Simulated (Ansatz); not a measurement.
Geometry optimisation in Ansatz: input, command and trajectory.

```yaml
crystal:
  lattice:
    - [1.2215564944, 0.7052659709, 14.0431412281]
    - [-1.2215564944, 0.7052659709, 14.0431412281]
    - [0.0, -1.4105319418, 14.0431412281]
  atoms:
    - { symbol: C, position: [0.0177832715, 0.0177832715, 0.0177832715] }
    - { symbol: C, position: [0.9822167285, 0.9822167285, 0.9822167285] }
    - { symbol: C, position: [0.1726058596, 0.1726058596, 0.1726058596] }
    - { symbol: C, position: [0.8273941404, 0.8273941404, 0.8273941404] }
    - { symbol: C, position: [0.2081452876, 0.2081452876, 0.2081452876] }
    - { symbol: C, position: [0.7918547124, 0.7918547124, 0.7918547124] }
    - { symbol: C, position: [0.2681335097, 0.2681335097, 0.2681335097] }
    - { symbol: C, position: [0.7318664903, 0.7318664903, 0.7318664903] }
    - { symbol: C, position: [0.3036756951, 0.3036756951, 0.3036756951] }
    - { symbol: C, position: [0.6963243049, 0.6963243049, 0.6963243049] }
    - { symbol: C, position: [0.4104927418, 0.4104927418, 0.4104927418] }
    - { symbol: C, position: [0.5895072582, 0.5895072582, 0.5895072582] }
    - { symbol: C, position: [0.4465611835, 0.4465611835, 0.4465611835] }
    - { symbol: C, position: [0.5534388165, 0.5534388165, 0.5534388165] }
basis:
  ecutwfc: 420
kpoints:
  mp_grid: { grid: [12, 12, 12] }
hamiltonian:
  xc: pbe
scf:
  occupations: { method: gaussian, width: 0.02 }
output:
  forces: true
  stress: true
  eigenvalues: true
relax:
  adjacent_minimum: "off"
  f_tol: 0.01
  max_steps: 30
  cell: { stress_tol: 0.1, fix: [volume] }
```

```bash
ansatz run input.yaml --threads 4 --pin off --max-ram 10240MiB --backend cpu --events-out ev --progress --plain --runs-dir out
```

Method: DFT PBE, scalar-relativistic, plane waves, PAW (Ansatz 0.2.0).

The volume is held at 0.91 times that of the relaxed cell.

Of 3 frames 3 are shown, positions in Å and forces in eV/Å; the SCF threshold varies from step to step. Steps run on the plane waves of an earlier cell, with a Pulay correction in the pressure. The basis is chosen afresh for the last frame, the zero of the energies, and at times for earlier ones too; energy and pressure step there, also at an unchanged geometry.

```xyz
14
Lattice="1.2216 0.7053 14.0431 -1.2216 0.7053 14.0431 0.0000 -1.4105 14.0431" Properties=species:S:1:pos:R:3:forces:R:3 pbc="T T T" step=1 free_energy_over_end_meV_per_atom=0.00 pressure_GPa=48.58
C     0.0000    0.0000    0.7492    0.0000    0.0000   -0.0044
C     0.0000    0.0000   41.3802    0.0000    0.0000    0.0044
C     0.0000    0.0000    7.2718    0.0000    0.0000    0.0032
C     0.0000    0.0000   34.8576    0.0000    0.0000   -0.0032
C     0.0000    0.0000    8.7690    0.0000    0.0000   -0.0131
C     0.0000    0.0000   33.3604    0.0000    0.0000    0.0131
C     0.0000    0.0000   11.2963    0.0000    0.0000    0.0132
C     0.0000    0.0000   30.8331    0.0000    0.0000   -0.0132
C     0.0000    0.0000   12.7937    0.0000    0.0000   -0.0022
C     0.0000    0.0000   29.3357    0.0000    0.0000    0.0022
C     0.0000    0.0000   17.2938    0.0000    0.0000    0.0221
C     0.0000    0.0000   24.8356    0.0000    0.0000   -0.0221
C     0.0000    0.0000   18.8134    0.0000    0.0000   -0.0222
C     0.0000    0.0000   23.3161    0.0000    0.0000    0.0222
14
Lattice="1.2215 0.7052 14.0455 -1.2215 0.7052 14.0455 0.0000 -1.4104 14.0455" Properties=species:S:1:pos:R:3:forces:R:3 pbc="T T T" step=2 free_energy_over_end_meV_per_atom=0.00 pressure_GPa=48.58
C     0.0000    0.0000    0.7492    0.0000    0.0000    0.0009
C     0.0000    0.0000   41.3873    0.0000    0.0000   -0.0009
C     0.0000    0.0000    7.2731    0.0000    0.0000   -0.0005
C     0.0000    0.0000   34.8634    0.0000    0.0000    0.0005
C     0.0000    0.0000    8.7704    0.0000    0.0000   -0.0018
C     0.0000    0.0000   33.3661    0.0000    0.0000    0.0018
C     0.0000    0.0000   11.2984    0.0000    0.0000    0.0018
C     0.0000    0.0000   30.8381    0.0000    0.0000   -0.0018
C     0.0000    0.0000   12.7958    0.0000    0.0000    0.0003
C     0.0000    0.0000   29.3407    0.0000    0.0000   -0.0003
C     0.0000    0.0000   17.2969    0.0000    0.0000    0.0077
C     0.0000    0.0000   24.8396    0.0000    0.0000   -0.0077
C     0.0000    0.0000   18.8163    0.0000    0.0000   -0.0077
C     0.0000    0.0000   23.3202    0.0000    0.0000    0.0077
14
Lattice="1.2215 0.7052 14.0455 -1.2215 0.7052 14.0455 0.0000 -1.4104 14.0455" Properties=species:S:1:pos:R:3:forces:R:3 pbc="T T T" step=3 free_energy_over_end_meV_per_atom=0.00 pressure_GPa=48.58
C     0.0000    0.0000    0.7492    0.0000    0.0000    0.0009
C     0.0000    0.0000   41.3873    0.0000    0.0000   -0.0009
C     0.0000    0.0000    7.2731    0.0000    0.0000   -0.0005
C     0.0000    0.0000   34.8634    0.0000    0.0000    0.0005
C     0.0000    0.0000    8.7704    0.0000    0.0000   -0.0018
C     0.0000    0.0000   33.3661    0.0000    0.0000    0.0018
C     0.0000    0.0000   11.2984    0.0000    0.0000    0.0018
C     0.0000    0.0000   30.8381    0.0000    0.0000   -0.0018
C     0.0000    0.0000   12.7958    0.0000    0.0000    0.0003
C     0.0000    0.0000   29.3407    0.0000    0.0000   -0.0003
C     0.0000    0.0000   17.2969    0.0000    0.0000    0.0077
C     0.0000    0.0000   24.8396    0.0000    0.0000   -0.0077
C     0.0000    0.0000   18.8163    0.0000    0.0000   -0.0077
C     0.0000    0.0000   23.3202    0.0000    0.0000    0.0077
```

It took 58 s on 4 threads of Intel(R) Xeon(R) Processor @ 2.50GHz (Skylake/Cascade Lake), with other jobs on the host, peak memory 0.75 GiB.